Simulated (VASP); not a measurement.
# WC (Qusongite) (P-6m2) in VASP: a series of runs, part 2 of 2

VASP 6.6.1.

### 4 Relaxation of cell and atoms, PBEsol

INCAR

```
SYSTEM = WC
  PREC = Accurate
  ENCUT = 600
  EDIFF = 1E-6
  ISMEAR = 1
  SIGMA = 0.1
  LREAL = .FALSE.
  LASPH = .TRUE.
  NELM = 80
  ALGO = Normal
  ISIF = 3
  LWAVE = .FALSE.
  LCHARG = .FALSE.
  GGA = PS
  IBRION = 2
  NSW = 90
  EDIFFG = -0.01
  KPAR = 2
```

KPOINTS

```
regular mesh
0
G
  15 15 13
  0 0 0
```

POSCAR

```
WC
1.0
    2.9065000000      0.0000000000      0.0000000000
   -1.4532500000      2.5171028361      0.0000000000
    0.0000000000      0.0000000000      2.8366000000
W C
1 1
Direct
    0.0000000000      0.0000000000      0.0000000000
    0.6666666667      0.3333333333      0.5000000000
```

Potentials or basis: VASP PAW PBE potentials, release 64 (W_sv, C).

Run with:

```sh
cat potpaw_PBE.64/W_sv/POTCAR potpaw_PBE.64/C/POTCAR > POTCAR
mpirun -np 2 vasp_std > vasp.out
```

OUTCAR:

```text
SYSTEM = WC
   PREC = Accurate
   ENCUT = 600
   EDIFF = 1E-6
   ISMEAR = 1
   LREAL = .FALSE.
   LASPH = .TRUE.
   NELM = 80
   ISIF = 3
   GGA = PS
   IBRION = 2
   NSW = 90
   EDIFFG = -0.01

 ion  position               nearest neighbor table
   1  0.000  0.000  0.000-   2 2.20   2 2.20   2 2.20   2 2.20   2 2.20   2 2.20
   2  0.667  0.333  0.500-   1 2.20   1 2.20   1 2.20   1 2.20   1 2.20   1 2.20

  LATTYP: Found a hexagonal cell.
 ALAT       =     2.9065000000
 C/A-ratio  =     0.9759504559

  Lattice vectors:

 A1 = (   2.9065000000,   0.0000000000,   0.0000000000)
 A2 = (  -1.4532500000,   2.5171028361,   0.0000000000)
 A3 = (   0.0000000000,   0.0000000000,   2.8366000000)

Analysis of symmetry for initial positions (statically):
=====================================================================
 Subroutine PRICEL returns:
[... 271 lines left out ...]
      6       6.6522      2.00000
      7       7.6581      2.00000
      8       7.6581      2.00000
      9      11.1373     -0.06230
     10      14.2694      0.00000
     11      14.2694      0.00000
     12      16.7042      0.00000
     13      16.7042      0.00000
[... 354 lines left out ...]
  band No.  band energies     occupation
      1     -62.8418      2.00000
      2     -27.5271      2.00000
      3     -27.1694      2.00000
      4     -26.7692      2.00000
      5       0.4181      2.00000
      6       4.1899      2.00000
      7       6.9142      2.00000
      8       7.5018      2.00000
      9      11.0556      0.16016
     10      12.0960     -0.00000
     11      13.9265      0.00000
     12      15.0975      0.00000
     13      19.6172      0.00000

 [... further k-points ...]

------------------------ aborting loop because EDIFF is reached ----------------------------------------

  FORCE on cell =-STRESS in cart. coord.  units (eV):
  Direction    XX          YY          ZZ          XY          YZ          ZX
  --------------------------------------------------------------------------------------
  -------------------------------------------------------------------------------------
  Total       -0.0091844     -0.0091844      0.0107428      0.0000000      0.0000000      0.0000000
  in kB       -0.7132150     -0.7132150      0.8342369      0.0000000      0.0000000      0.0000000
  external PRESSURE =      -0.1973977 kB  Pullay stress =       0.0000000 kB
[... 17 lines left out ...]
  FREE ENERGIE OF THE ION-ELECTRON SYSTEM (eV)
  ---------------------------------------------------
  free  energy   TOTEN  =       -23.9013089939 eV

  energy  without entropy=      -23.9012855743  energy(sigma->0) =      -23.90130119

 reached required accuracy - stopping structural energy minimisation
```

OSZICAR:

```text
N       E                     dE             d eps       ncg     rms          rms(c)
DAV:   1     0.119760364208E+03    0.11976E+03   -0.10734E+04  4914   0.171E+03
[... 23 lines left out ...]
DAV:   1    -0.239408876306E+02   -0.47213E-01   -0.97510E-01  4994   0.148E+01    0.300E+00
DAV:   2    -0.239071678211E+02    0.33720E-01   -0.85887E-02  5034   0.374E+00    0.604E-01
DAV:   3    -0.239021587745E+02    0.50090E-02   -0.93273E-03  5304   0.886E-01    0.189E-01
DAV:   4    -0.239013187119E+02    0.84006E-03   -0.23190E-03  5434   0.559E-01    0.234E-01
DAV:   5    -0.239013169996E+02    0.17122E-05   -0.16782E-04  5509   0.153E-01    0.179E-02
DAV:   6    -0.239013087912E+02    0.82085E-05   -0.27345E-05  5589   0.413E-02    0.196E-03
DAV:   7    -0.239013089939E+02   -0.20267E-06   -0.11312E-06  2954   0.110E-02
   3 F= -.23901309E+02 E0= -.23901301E+02  d E =-.919000E-03
```

CONTCAR:

```text
WC
   1.00000000000000
     2.9012760179394124    0.0000000000000000   -0.0000000000000000
    -1.4506380089697062    2.5125787349266138    0.0000000000000000
    -0.0000000000000000   -0.0000000000000000    2.8302844989787683
  W               C
     1     1
Direct
     0.0000000000000000    0.0000000000000000    0.0000000000000000
     0.6666666667000030    0.3333333332999970    0.5000000000000000

  0.00000000E+00  0.00000000E+00  0.00000000E+00
  0.00000000E+00  0.00000000E+00  0.00000000E+00
```

Wall time 32 s (2 MPI ranks of Intel Xeon Platinum 8488C (Sapphire Rapids), shared host); peak memory 0.19 GiB.

What came out:

- Free energy: -23.9013 eV
- Relaxed volume: 10.32 Å³/atom
- Relaxed cell: a = 2.901 Å, b = 2.901 Å, c = 2.830 Å, α = 90.00°, β = 90.00°, γ = 120.00°
- Space group after relaxing (to 0.05 Å): P-6m2 (No. 187)
- Energy gained by relaxing: 0.5 meV/atom
- Ionic steps: 3
- Pressure after relaxing: 0.0 GPa
- Band gap on the k mesh: none (metal or under the smearing width)

The path:
```
step  energy change (eV)  largest force (eV/Å)  pressure (GPa)  volume (Å³)
   1              0.0000                0.0000           -2.40        20.75
   2              0.0067                0.0000            7.18        20.29
   3             -0.0009                0.0000           -0.02        20.63
```

Final structure:
```
W C
1.0
     2.90128    0.00000    0.00000
    -1.45064    2.51258    0.00000
     0.00000    0.00000    2.83028
W C
1 1
Direct
  0.00000 0.00000 0.00000
  0.66667 0.33333 0.50000
```

Caveat: the PAW data sets were made with another functional, which shifts forces and pressure a little.

### 5 Relaxation of cell and atoms, PBEsol

This run uses another cell than the first one, of 10.32 Å³/atom, 0.994 times its volume.

INCAR: that of step 4 with these lines changed.

```diff
@@ -3,3 +3,3 @@
   ENCUT = 600
-  EDIFF = 1E-6
+  EDIFF = 1E-7
   ISMEAR = 1
@@ -16,3 +16,3 @@
   NSW = 90
-  EDIFFG = -0.01
+  EDIFFG = -0.005
   KPAR = 2
```

KPOINTS is that of step 4.

POSCAR

```
WC                                      
1.0
    2.9012760179      0.0000000000     -0.0000000000
   -1.4506380090      2.5125787349      0.0000000000
   -0.0000000000     -0.0000000000      2.8302844990
  W               C             
     1     1
Direct
     0.0000000000000000    0.0000000000000000    0.0000000000000000
     0.6666666667000030    0.3333333332999970    0.5000000000000000
```

Potentials or basis: VASP PAW PBE potentials, release 64 (W_sv, C).

Run with:

```sh
cat potpaw_PBE.64/W_sv/POTCAR potpaw_PBE.64/C/POTCAR > POTCAR
mpirun -np 2 vasp_std > vasp.out
```

OUTCAR:

```text
SYSTEM = WC
   PREC = Accurate
   ENCUT = 600
   EDIFF = 1E-7
   ISMEAR = 1
   LREAL = .FALSE.
   LASPH = .TRUE.
   NELM = 80
   ISIF = 3
   GGA = PS
   IBRION = 2
   NSW = 90
   EDIFFG = -0.005

 ion  position               nearest neighbor table
   1  0.000  0.000  0.000-   2 2.19   2 2.19   2 2.19   2 2.19   2 2.19   2 2.19
   2  0.667  0.333  0.500-   1 2.19   1 2.19   1 2.19   1 2.19   1 2.19   1 2.19

  LATTYP: Found a hexagonal cell.
 ALAT       =     2.9012760179
 C/A-ratio  =     0.9755309324

  Lattice vectors:

 A1 = (   2.9012760179,   0.0000000000,   0.0000000000)
 A2 = (  -1.4506380090,   2.5125787349,   0.0000000000)
 A3 = (   0.0000000000,   0.0000000000,   2.8302844990)

Analysis of symmetry for initial positions (statically):
[... 272 lines left out ...]
      5      -3.4576      2.00000
      6       6.6524      2.00000
      7       7.6602      2.00000
      8       7.6602      2.00000
      9      11.1360     -0.06392
     10      14.2700      0.00000
     11      14.2700      0.00000
     12      16.7044      0.00000
     13      16.7044      0.00000
[... 354 lines left out ...]
  band No.  band energies     occupation
      1     -62.8410      2.00000
      2     -27.5265      2.00000
      3     -27.1685      2.00000
      4     -26.7689      2.00000
      5       0.4195      2.00000
      6       4.1908      2.00000
      7       6.9151      2.00000
      8       7.5001      2.00000
      9      11.0571      0.15417
     10      12.0951     -0.00000
     11      13.9288      0.00000
     12      15.0992      0.00000
     13      19.6183      0.00000

 [... further k-points ...]

------------------------ aborting loop because EDIFF is reached ----------------------------------------

  FORCE on cell =-STRESS in cart. coord.  units (eV):
  Direction    XX          YY          ZZ          XY          YZ          ZX
  --------------------------------------------------------------------------------------
  -------------------------------------------------------------------------------------
  Total        0.0026235      0.0026235     -0.0002091     -0.0000000     -0.0000000     -0.0000000
  in kB        0.2037397      0.2037397     -0.0162370     -0.0000000     -0.0000000     -0.0000000
  external PRESSURE =       0.1304142 kB  Pullay stress =       0.0000000 kB
[... 17 lines left out ...]
  FREE ENERGIE OF THE ION-ELECTRON SYSTEM (eV)
  ---------------------------------------------------
  free  energy   TOTEN  =       -23.9011902822 eV

  energy  without entropy=      -23.9011682509  energy(sigma->0) =      -23.90118294

 reached required accuracy - stopping structural energy minimisation
```

OSZICAR:

```text
N       E                     dE             d eps       ncg     rms          rms(c)
DAV:   1     0.119504354897E+03    0.11950E+03   -0.10681E+04  4914   0.170E+03
DAV:   2    -0.224325751065E+02   -0.14194E+03   -0.13791E+03  5539   0.408E+02
DAV:   3    -0.267652489623E+02   -0.43327E+01   -0.42970E+01  6019   0.645E+01
[... 18 lines left out ...]
       N       E                     dE             d eps       ncg     rms          rms(c)
DAV:   1    -0.239011977388E+02   -0.96915E-05   -0.25197E-04  4967   0.194E-01    0.170E-02
DAV:   2    -0.239011923705E+02    0.53683E-05   -0.10481E-05  5189   0.342E-02    0.755E-03
DAV:   3    -0.239011903201E+02    0.20503E-05   -0.54352E-06  5304   0.218E-02    0.361E-03
DAV:   4    -0.239011902822E+02    0.37934E-07   -0.20635E-07  4022   0.485E-03
   3 F= -.23901190E+02 E0= -.23901183E+02  d E =-.140334E-05
```

CONTCAR:

```text
WC
   1.00000000000000
     2.9010185550155372    0.0000000000000051    0.0000000000000000
    -1.4505092775577597    2.5123557655015190    0.0000000000000000
     0.0000000000000000   -0.0000000000000000    2.8306118351012839
  W               C
     1     1
Direct
     0.0000000000000000    1.0000000000000000    1.0000000000000000
     0.6666666667000030    0.3333333332999970    0.5000000000000000

  0.00000000E+00  0.00000000E+00  0.00000000E+00
  0.00000000E+00  0.00000000E+00  0.00000000E+00
```

It took 25 s on 2 MPI ranks of Intel Xeon Platinum 8488C (Sapphire Rapids), shared host; peak memory 0.18 GiB.

What came out:

```
Free energy               : -23.9012 eV
Energy gained by relaxing : 0.0 meV/atom
Ionic steps               : 3
Pressure after relaxing   : 0.0 GPa
Band gap on the k mesh    : none (metal or under the smearing width)
```

Final structure:
```
W C
1.0
     2.90102    0.00000    0.00000
    -1.45051    2.51236    0.00000
     0.00000    0.00000    2.83061
W C
1 1
Direct
  0.00000 0.00000 0.00000
  0.66667 0.33333 0.50000
```

Caveat: the PAW data sets were made with another functional, which shifts forces and pressure a little.
